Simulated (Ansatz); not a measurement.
# CdIn2O4: which input changes reach the field gradients?

Cell: a COD entry, taken as it stands.

Space group Fd-3m:1 (No. 227); a = 9.1660 Å.

```
site  Wyckoff  site symmetry       x       y       z
  Cd       8a           -43m  0.5000  0.5000  0.0000
  In      16d           .-3m  0.1250  0.1250  0.6250
   O      32e            .3m  0.3650  0.3650  0.8650
```

One atom of each set is listed; the run and its k-mesh use a cell of 14 atoms with edges of 6.48, 6.48, 6.48 Å.

Reference run. Level of theory: DFT, PBE, plane waves and PAW, scalar-relativistic, 420 eV cutoff, Γ-centred 4×4×4 k-points, Fermi–Dirac smearing 0.02 eV (Ansatz 0.2.0).

It gives V_zz (10²¹ V/m²) In -3.59 (η 0.00), O 2.07 (η 0.00), among others. Each of these runs changes the input as listed (caps on SCF iterations aside):

A. basis.ecutwfc: not typed → 250 eV; scf.convergence.dr2_threshold: not typed → 1e-11; scf.lower_state_search: not typed → light
B. scf.initial_density.chi_scale: not typed → 0.3; hamiltonian.pseudopotentials: {kind: paw} → {kind: nc}

Question: Which of these changes matter for the gradients?

Answer: 

```tsv
run	In V_zz (η)	O V_zz (η)	largest change of a gradient tensor, all atoms	note
A	-3.57 (0.00)	1.71 (0.00)	0.37	converged; cutoff below the recommended one
B	–	–	–	refused: output.efg without hamiltonian.pseudopotentials.kind: paw|paw_fr|all_electron or hamiltonian.pseudopotentials.kind: all_electron — the all-electron EFG reconstruction …
```

Run A moves a gradient tensor by up to 0.37, on O (V_zz from 2.07 to 1.71).

Run A changes basis.ecutwfc, scf.convergence.dr2_threshold together, so the table can't tell their shares apart.

On the reference run: At this cell the PBE pressure is 6 GPa, so with PBE the cell would grow if it were relaxed. The largest force is 0.8 eV/Å, so the atoms aren't at the calculated equilibrium and relaxing them would move these values. Without spin–orbit coupling (the program notes it for Cd and In) the gradients can shift somewhat, as the gap is small.
